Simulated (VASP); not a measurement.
Input of a VASP 6.6.1 run:

File INCAR:

```
ALGO = Normal
EDIFF = 1E-6
ENCUT = 520
ISIF = 2
ISMEAR = -1
LASPH = True
LCHARG = False
LMIXTAU = True
LREAL = False
LWAVE = False
METAGGA = R2SCAN
NELM = 60
PREC = Accurate
SIGMA = 0.05
```

File KPOINTS:

```
k-points
0
Gamma
  7 7 7
```

POSCAR

```
NaI
1.0
    0.0000000000      3.2364000000      3.2364000000
    3.2364000000      0.0000000000      3.2364000000
    3.2364000000      3.2364000000      0.0000000000
I Na
1 1
Direct
    0.5000000000      0.5000000000      0.5000000000
    0.0000000000      0.0000000000      0.0000000000
```

Contents of KPOINTS_OPT:

```
path GXWKGLUWLK,UX
20
line-mode
reciprocal
 0.0000000000  0.0000000000  0.0000000000  G
 0.5000000000  0.0000000000  0.5000000000  X

 0.5000000000  0.0000000000  0.5000000000  X
 0.5000000000  0.2500000000  0.7500000000  W

 0.5000000000  0.2500000000  0.7500000000  W
 0.3750000000  0.3750000000  0.7500000000  K

 0.3750000000  0.3750000000  0.7500000000  K
 0.0000000000  0.0000000000  0.0000000000  G

 0.0000000000  0.0000000000  0.0000000000  G
 0.5000000000  0.5000000000  0.5000000000  L

 0.5000000000  0.5000000000  0.5000000000  L
 0.6250000000  0.2500000000  0.6250000000  U

 0.6250000000  0.2500000000  0.6250000000  U
 0.5000000000  0.2500000000  0.7500000000  W

 0.5000000000  0.2500000000  0.7500000000  W
 0.5000000000  0.5000000000  0.5000000000  L

 0.5000000000  0.5000000000  0.5000000000  L
 0.3750000000  0.3750000000  0.7500000000  K

 0.6250000000  0.2500000000  0.6250000000  U
 0.5000000000  0.0000000000  0.5000000000  X
```

Potentials or basis: VASP PAW PBE potentials, release 64 (I, Na_pv).

Run with:

```sh
$ cat potpaw_PBE.64/I/POTCAR potpaw_PBE.64/Na_pv/POTCAR > POTCAR
$ mpirun -np 1 vasp_std > vasp.out
```

**Question.** Estimate the pressure.

**Answer.** -0.3 GPa.

**Question.** What does it give for the band gap along the path?

**Answer.** 4.44 eV, direct.

**Question.** Estimate the band gap on the k mesh.

**Answer.** 4.44 eV, direct.

Levels at the corners of the path, in eV from the valence-band top:
| point | band 5 | band 6 | band 7 | band 8 | band 9 | band 10 |
| --- | --- | --- | --- | --- | --- | --- |
| Γ | 0.00 | 0.00 | 0.00 | 4.44 | 8.47 | 8.47 |
| X | -1.93 | -0.76 | -0.76 | 5.23 | 6.02 | 10.73 |
| X | -1.93 | -0.76 | -0.76 | 5.23 | 6.02 | 10.73 |
| W | -1.43 | -1.43 | -0.93 | 6.57 | 8.05 | 8.05 |
| W | -1.43 | -1.43 | -0.93 | 6.57 | 8.05 | 8.05 |
| K | -1.66 | -1.35 | -0.62 | 5.90 | 7.27 | 9.38 |
| K | -1.66 | -1.35 | -0.62 | 5.90 | 7.27 | 9.38 |
| Γ | 0.00 | 0.00 | 0.00 | 4.44 | 8.47 | 8.47 |
| Γ | 0.00 | 0.00 | 0.00 | 4.44 | 8.47 | 8.47 |
| L | -2.18 | -0.30 | -0.30 | 5.69 | 8.07 | 8.07 |
| L | -2.18 | -0.30 | -0.30 | 5.69 | 8.07 | 8.07 |
| U | -1.66 | -1.35 | -0.62 | 5.90 | 7.27 | 9.38 |
| U | -1.66 | -1.35 | -0.62 | 5.90 | 7.27 | 9.38 |
| W | -1.43 | -1.43 | -0.93 | 6.57 | 8.05 | 8.05 |
| W | -1.43 | -1.43 | -0.93 | 6.57 | 8.05 | 8.05 |
| L | -2.18 | -0.30 | -0.30 | 5.69 | 8.07 | 8.07 |
| L | -2.18 | -0.30 | -0.30 | 5.69 | 8.07 | 8.07 |
| K | -1.66 | -1.35 | -0.62 | 5.90 | 7.27 | 9.38 |
| U | -1.66 | -1.35 | -0.62 | 5.90 | 7.27 | 9.38 |
| X | -1.93 | -0.76 | -0.76 | 5.23 | 6.02 | 10.73 |

Caveat: the PAW data sets were made with another functional, which shifts forces and pressure a little; spin-orbit coupling is left out, which moves the levels of the heavy elements. r2SCAN opens gaps a little over a GGA but as a rule still falls short of measured ones.
